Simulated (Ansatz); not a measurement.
# What CsPbCl3 (model cell, started as cubic perovskite with Pb in the octahedra) distorts into, part 2 of 3

Which phase does CsPbCl3 (model cell, started as cubic perovskite with Pb in the octahedra) fall into along its unstable mode, and how much energy does it gain?

Ansatz 0.2.0; DFT PBEsol, scalar-relativistic, plane waves, PAW; PAW set soft_1.

So far, highest frequency on the path or at a solved wavevector (cm⁻¹): step 2 (the dispersion) 263. Also lowest frequency on the path (cm⁻¹): step 2 -48.0.

## Step 5: Energy along the mode, all amplitudes (two of the runs are shown above)

An imaginary frequency means negative curvature, so the energy should fall and then rise again as anharmonic terms take over.

Numbers from this step:

* depth at the lowest point sampled: 10.15 meV/atom
* largest atomic shift at that point: 0.6 Å

Table of energy from the parent by largest atomic shift:

```
largest atomic shift (Å)  energy from the parent (meV/atom)
                   0.000                                  0
                   0.040                             -0.096
                   0.080                              -0.38
                   0.140                              -1.14
                   0.220                              -2.70
                   0.320                              -5.22
                   0.450                              -8.53
                   0.600                              -10.2
```

Displacement at unit largest shift by atom:

```
atom   x (Å)   y (Å)   z (Å)   size
 Cs1   0.000   0.000   0.000  0.000
 Cs2   0.000   0.000   0.000  0.000
 Pb3   0.000   0.000   0.000  0.000
 Pb4   0.000   0.000   0.000  0.000
 Cl5  -0.707   0.707   0.000  1.000
 Cl6   0.707  -0.707   0.000  1.000
 Cl7   0.000   0.000   0.707  0.707
 Cl8   0.000   0.000  -0.707  0.707
 Cl9   0.000   0.000   0.707  0.707
Cl10   0.000   0.000  -0.707  0.707
```

The lowest of the steps tried is the last one, at 0.6 Å, 10.2 meV/atom below the parent; the bottom of the well need not coincide with a step.

## Step 6: Relaxing from the distorted cell

Starting from the lowest point found, all atoms and the cell are let go, so that strain and other modes of the same symmetry can join in.

Input file input.yaml:

```yaml
crystal:
  lattice:
    - [5.6180085334, 5.6180085334, 0.0]
    - [5.6180085334, 0.0, 5.6180085334]
    - [5.6180085334, 0.0, -5.6180085334]
  atoms:
    - { symbol: Cs, position: [0.0, 0.0, 0.0] }
    - { symbol: Cs, position: [0.0, 0.5, 0.5] }
    - { symbol: Pb, position: [0.5, 0.25, 0.75] }
    - { symbol: Pb, position: [0.5, 0.75, 0.25] }
    - { symbol: Cl, position: [0.5755185874, -0.0755185874, 0.9244814126] }
    - { symbol: Cl, position: [0.4244814126, 0.5755185874, 0.5755185874] }
    - { symbol: Cl, position: [0.0, 0.0377592937, 0.4622407063] }
    - { symbol: Cl, position: [0.0, 0.4622407063, 0.0377592937] }
    - { symbol: Cl, position: [0.5, 0.0377592937, 0.4622407063] }
    - { symbol: Cl, position: [0.5, 0.4622407063, 0.0377592937] }
kpoints:
  mp_grid: { grid: [6, 6, 6] }
hamiltonian:
  xc: pbesol
  pseudopotentials: { kind: paw, azcp: { folder: soft_1 }, xc_functional: pbe }
scf:
  occupations: { method: fixed }
output:
  forces: true
  stress: true
  eigenvalues: true
relax:
  adjacent_minimum: "off"
  f_tol: 0.002
  max_steps: 120
  cell: { stress_tol: 0.03 }
```

Started as:

```sh
ansatz run input.yaml --threads 4 --pin off --max-ram 16384MiB --backend cpu --events-out ev --progress --plain --runs-dir out
```

Numbers of over 12 decimals in the logs are rounded to 6 here.

What it wrote:

```text
[...]
Crystal: 10 atoms, lattice volume = 354.631 Å³
Basis set: ecut = 420 eV, 6879 PW (Γ), exchange–correlation on 108×108×108 points (8 copies of the dense FFT grid, shifted against one another)
Bands: 54, of which v1, the nominal top of the filled ones, is band 44 counted from 1 (43 counted from 0)
Symmetry: 8 space group operations
[...]
k-points: 46 of 216
[...]
SCF iter   1: F=—  HF=-41068.520175 eV  |F-HF|=—  |Δ(HF+E_count)|=         —  Δρ=2.47e-2  dr2=5.11e0  ethr=3.10e-3  ⟨swp⟩=6.2  Hψ=9541  notcnv=0  defer=315
[...]
SCF iter   8: F=-41066.066111 eV  HF=-41066.066111 eV  |F-HF|=1.66e-8  |Δ(HF+E_count)|=   9.01e-8  Δρ=1.90e-6  dr2=1.72e-8  ethr=1.14e-10  ⟨swp⟩=19.4  Hψ=17931  notcnv=0
SCF 1 converged in 8 iterations: F = -41066.066111 eV  dr2 = 1.72e-8
[...]
relax step   1: F+E_penalty+E_count = -41066.06611062 eV  Δ(F+E_penalty+E_count) = +0.000e0 eV  max|allowed force component| = 8.682e-2 eV/Å  Δτ_max = 0.0000 Å  P = -0.459 GPa  Ω = 354.631 Å³  (8 SCF iters, dr2 threshold 1.00e-7 eV, accepted)
Crystal: 10 atoms, lattice volume = 349.874 Å³
Basis set: ecut = 420 eV, 6847 PW (Γ), exchange–correlation on 108×108×108 points (8 copies of the dense FFT grid, shifted against one another)
[...]
iter 1 solved again at ethr=4.20e-6 eV; its pass at ethr=3.10e-3 eV (dr2=3.69e-3 eV) is discarded
[...]
SCF iter   5: F=-41066.087622 eV  HF=-41066.087621 eV  |F-HF|=3.03e-7  |Δ(HF+E_count)|=   4.88e-7  Δρ=7.93e-6  dr2=2.54e-7  ethr=1.14e-9  ⟨swp⟩=16.6  Hψ=16751  notcnv=0
SCF 2 converged in 5 iterations: F = -41066.087622 eV  dr2 = 2.54e-7
[...]
relax step   2: F+E_penalty+E_count = -41066.08762178 eV  Δ(F+E_penalty+E_count) = -2.151e-2 eV  max|allowed force component| = 6.126e-2 eV/Å  Δτ_max = 0.0202 Å  P = -0.160 GPa  Ω = 349.874 Å³  energy of the carried Pulay correction = +2.252e-4 eV  (5 SCF iters, dr2 threshold 1.00e-6 eV, accepted)
Crystal: 10 atoms, lattice volume = 346.274 Å³
Basis set: ecut = 420 eV, 6755 PW (Γ), exchange–correlation on 108×108×108 points (8 copies of the dense FFT grid, shifted against one another)
[...]
SCF iter   6: F=-41066.101853 eV  HF=-41066.101853 eV  |F-HF|=1.26e-8  |Δ(HF+E_count)|=   1.58e-6  Δρ=5.32e-6  dr2=1.33e-7  ethr=2.77e-10  ⟨swp⟩=17.2  Hψ=16521  notcnv=0
SCF 3 converged in 6 iterations: F = -41066.101853 eV  dr2 = 1.33e-7
[...]
relax step   3: F+E_penalty+E_count = -41066.10185255 eV  Δ(F+E_penalty+E_count) = -1.423e-2 eV  max|allowed force component| = 2.310e-2 eV/Å  Δτ_max = 0.0601 Å  P = +0.043 GPa  Ω = 346.274 Å³  energy of the carried Pulay correction = +3.991e-4 eV  (6 SCF iters, dr2 threshold 2.44e-7 eV, accepted)
[...]
relax step   4: F+E_penalty+E_count = -41066.10502575 eV  Δ(F+E_penalty+E_count) = -3.173e-3 eV  max|allowed force component| = 6.865e-3 eV/Å  Δτ_max = 0.0489 Å  P = +0.002 GPa  Ω = 345.709 Å³  energy of the carried Pulay correction = +4.267e-4 eV  (6 SCF iters, dr2 threshold 3.34e-8 eV, accepted)
[...]
relax step   5: F+E_penalty+E_count = -41066.10516225 eV  Δ(F+E_penalty+E_count) = -1.365e-4 eV  max|allowed force component| = 7.666e-4 eV/Å  Δτ_max = 0.0066 Å  P = +0.002 GPa  Ω = 345.826 Å³  energy of the carried Pulay correction = +4.209e-4 eV  (6 SCF iters, dr2 threshold 2.95e-9 eV, accepted)
[...]
SCF iter   4: F=-41066.104762 eV  HF=-41066.104762 eV  |F-HF|=5.82e-11  |Δ(HF+E_count)|=   2.25e-8  Δρ=8.47e-8  dr2=1.26e-11  ethr=1.00e-12  ⟨swp⟩=18.6  Hψ=20416  notcnv=0
SCF 6 converged in 4 iterations: F = -41066.104762 eV  dr2 = 1.26e-11
relax step   6: F+E_penalty+E_count = -41066.10476228 eV  Δ(F+E_penalty+E_count) = +4.000e-4 eV  max|allowed force component| = 7.629e-4 eV/Å  Δτ_max = 0.0000 Å  P = +0.001 GPa  Ω = 345.826 Å³  stress off target by 2.14e-3 GPa  SCF on the basis re-selected at this cell (its energy is not comparable with the rows above)  (4 SCF iters)
basis re-selected at this cell: Δ(F+E_penalty+E_count) = +4.000e-4 eV, ΔP = -0.000 GPa vs the last step (what re-selecting the basis moved, of the pressure what is left beyond the Pulay correction that the steps carried, after the strain that the cell walked since its last selection, with what the two solves' SCF thresholds leave and, on support functions, any second-order correction that the steps lacked; it is no m [...]
SCF converged after 4 iterations
Free energy (F): -41066.104762 eV
[...]
Internal energy: -41066.104762 eV  (E = F + TS)
E sigma→0 (E₀):  -41066.104762 eV
Fermi energy:    3.742328 eV
[...]
--- Forces (eV/Å), atoms counted from 1 ---
  atom   1  Cs    -0.00023472     0.00023472     0.00000000
  atom   2  Cs     0.00023472    -0.00023472     0.00000000
  atom   3  Pb    -0.00000000     0.00000000     0.00000000
  atom   4  Pb    -0.00000000     0.00000000     0.00000000
  atom   5  Cl     0.00076292    -0.00076292     0.00000000
  atom   6  Cl    -0.00076292     0.00076292     0.00000000
  atom   7  Cl     0.00000000     0.00000000     0.00000583
  atom   8  Cl     0.00000000     0.00000000    -0.00000583
  atom   9  Cl    -0.00000000    -0.00000000     0.00000583
  atom  10  Cl    -0.00000000     0.00000000    -0.00000583
  max |Σ_I F_I| component: 1.08e-19 eV/Å
--- Stress (GPa, compression-positive) ---
        0.001960       0.000180       0.000000
        0.000180       0.001960       0.000000
        0.000000       0.000000      -0.000372
  P = ⅓ Tr σ = 0.0012 GPa (0.012 kbar)
--- Band table (eV; the first three rows and the last of 46) ---
  k-point 0: bands = [... 40 lower, 1.7822, 1.8239, 1.8946, 3.7423, 5.9572, 5.9887, 6.0548, 7.6798, ... 6 higher]
  k-point 1: bands = [... 40 lower, 1.7768, 1.8091, 1.9199, 3.3824, 6.1857, 6.2617, 6.3722, 7.8747, ... 6 higher]
  k-point 2: bands = [... 40 lower, 1.7382, 1.7812, 1.9476, 2.6827, 6.7824, 6.8641, 7.1129, 8.2420, ... 6 higher]
  k-point 45: bands = [... 40 lower, 1.6233, 1.7708, 2.4252, 2.7263, 6.5069, 6.6858, 7.2078, 8.4111, ... 6 higher]
--- Relaxed structure (5 steps of the walk, 5 accepted, 1 SCFs on fresh bases) ---
  F+E_penalty+E_count = -41066.10476228 eV   max|allowed force component| = 7.629e-4 eV/Å   (the final SCF, on the basis selected at the relaxed cell)
  cell:  # Å, volume = 345.8259 Å³
    - [5.527405, 5.527405, 0.0]
    - [5.590535, -0.063131, 5.533197]
    - [5.590535, -0.063131, -5.533197]
  atoms:
    - { symbol: Cs, position: [-0.011667, 0.011667, 0.011667] }
    - { symbol: Cs, position: [0.011667, 0.488333, 0.488333] }
    - { symbol: Pb, position: [0.500000, 0.250000, 0.75] }
    - { symbol: Pb, position: [0.500000, 0.75, 0.250000] }
    - { symbol: Cl, position: [0.581305, -0.081305, 0.918695] }
    - { symbol: Cl, position: [0.418695, 0.581305, 0.581305] }
    - { symbol: Cl, position: [8.673617379884035e-19, 0.045488, 0.454512] }
    - { symbol: Cl, position: [8.673617379884035e-19, 0.454512, 0.045488] }
    - { symbol: Cl, position: [0.500000, 0.045488, 0.454512] }
    - { symbol: Cl, position: [0.500000, 0.454512, 0.045488] }
```

It took 96 s on 4 threads of Arm Neoverse V1, shared host; peak memory 1.2 GiB.

Relaxation path:

```
step  energy less that of the first step (eV)  largest force component (eV/Å)  pressure (GPa)  volume (Å³)
   1                                   0.0000                          0.0868           -0.46       354.63
   2                                  -0.0215                          0.0613           -0.16       349.87
   3                                  -0.0357                          0.0231            0.04       346.27
   4                                  -0.0389                          0.0069            0.00       345.71
   5                                  -0.0391                          0.0008            0.00       345.83
  6*                                  -0.0387                          0.0008            0.00       345.83
```

Relaxation steps marked * repeat the geometry before them on a plane-wave basis chosen anew for their cell, so energy and pressure can jump there.

The run keeps the 8 symmetry operations that it works with, so distortions that break them were not tested.

```
conventional cell, symmetrised  before   after  change
                         a (Å)   7.945   7.817  -1.6 %
                         b (Å)  11.236  11.066  -1.5 %
                         c (Å)   7.945   7.995  +0.6 %
              volume (Å³/atom)   35.46   34.58  -2.5 %
```

The atoms that moved most (Å, as changes of fractional coordinates times the final cell):

```
atom      dx      dy      dz  length
 Cs2  -0.066   0.066   0.000   0.093
 Cs1   0.066  -0.066   0.000   0.093
 Cl9   0.000   0.000   0.086   0.086
Cl10   0.000   0.000  -0.086   0.086
 Cl7   0.000   0.000   0.086   0.086
 Cl8   0.000   0.000  -0.086   0.086
 Cl6   0.033  -0.033   0.000   0.046
 Cl5  -0.033   0.033   0.000   0.046
```

This step gave:

```
pressure          : 0.001183 GPa
gap on the k-mesh : 2.215 eV
volume per atom   : 34.58 Å³
```

The distorted start has space group Imma; the relaxation ends in Imma.

## Step 7: The new phase in its own primitive cell

The relaxed structure is symmetrised, reduced to its primitive cell and relaxed tightly, as its phonons need.

input.yaml, the sections that differ from step 6:

```yaml
crystal:
  lattice:
    - [-3.9084652934, 5.5331968505, 3.997745487]
    - [3.9084652934, -5.5331968505, 3.997745487]
    - [3.9084652934, 5.5331968505, -3.997745487]
  atoms:
    - { symbol: Cs, position: [0.7616665535, 0.0116665535, 0.75] }
    - { symbol: Cs, position: [0.2383334465, 0.9883334465, 0.25] }
    - { symbol: Pb, position: [0.0, 0.5, 0.5] }
    - { symbol: Pb, position: [0.5, 0.5, 0.0] }
    - { symbol: Cl, position: [0.6686953218, 0.4186953218, 0.25] }
    - { symbol: Cl, position: [0.3313046782, 0.5813046782, 0.75] }
    - { symbol: Cl, position: [0.7954881549, 0.5, 0.7954881549] }
    - { symbol: Cl, position: [0.2045118451, 0.5, 0.2045118451] }
    - { symbol: Cl, position: [0.7954881549, 0.0, 0.2954881549] }
    - { symbol: Cl, position: [0.2045118451, 0.0, 0.7045118451] }
relax:
  adjacent_minimum: "off"
  f_tol: 0.001
  max_steps: 60
  cell: { stress_tol: 0.01 }
# kpoints, hamiltonian, scf, output: as in step 6
```

What it wrote:

```text
[...]
Crystal: 10 atoms, lattice volume = 345.826 Å³
Basis set: ecut = 420 eV, 6759 PW (Γ), exchange–correlation on 108×108×108 points (8 copies of the dense FFT grid, shifted against one another)
Bands: 54, of which v1, the nominal top of the filled ones, is band 44 counted from 1 (43 counted from 0)
Symmetry: 8 space group operations
[...]
k-points: 46 of 216
[...]
- { symbol: Pb, position: [0, 0.5, 0.5] }
    - { symbol: Pb, position: [0.500000, 0.500000, 0] }
    - { symbol: Cl, position: [0.668778, 0.418778, 0.250000] }
    - { symbol: Cl, position: [0.331222, 0.581222, 0.75] }
    - { symbol: Cl, position: [0.795501, 0.500000, 0.795501] }
    - { symbol: Cl, position: [0.204499, 0.500000, 0.204499] }
    - { symbol: Cl, position: [0.795501, 0.0, 0.295501] }
    - { symbol: Cl, position: [0.204499, -1.1102230246251565e-16, 0.704499] }
[key lines of the parts left out:]
SCF converged after 5 iterations
Free energy (F): -41066.104763 eV
Fermi energy:    3.742120 eV
P = ⅓ Tr σ = 0.0006 GPa (0.006 kbar)
```

It took 48 s on 4 threads; peak memory 1.2 GiB.

Little changed from the start: no atom moved by 0.005 Å and no cell edge by 0.1 %.

This step gave:

| Item | Value |
| --- | --- |
| pressure | 5.67e-4 GPa |
| direct gap on mesh | 2.215 eV |

The largest force component left is 0.34 meV/Å and the pressure is 0.001 GPa, within the tolerances set. The cell now holds 34.58 Å³/atom.

[end of part 2 of 3]

[Logs are printed without paths, hosts, clocks, repeated set-up lines and the standing remarks that a program may print on its own settings, such as how far it seeks lower states.]

[Hosts, paths, dates, database ids (printed as entryN), source tags and the programs' standing remarks are cut or masked in the printed files.]
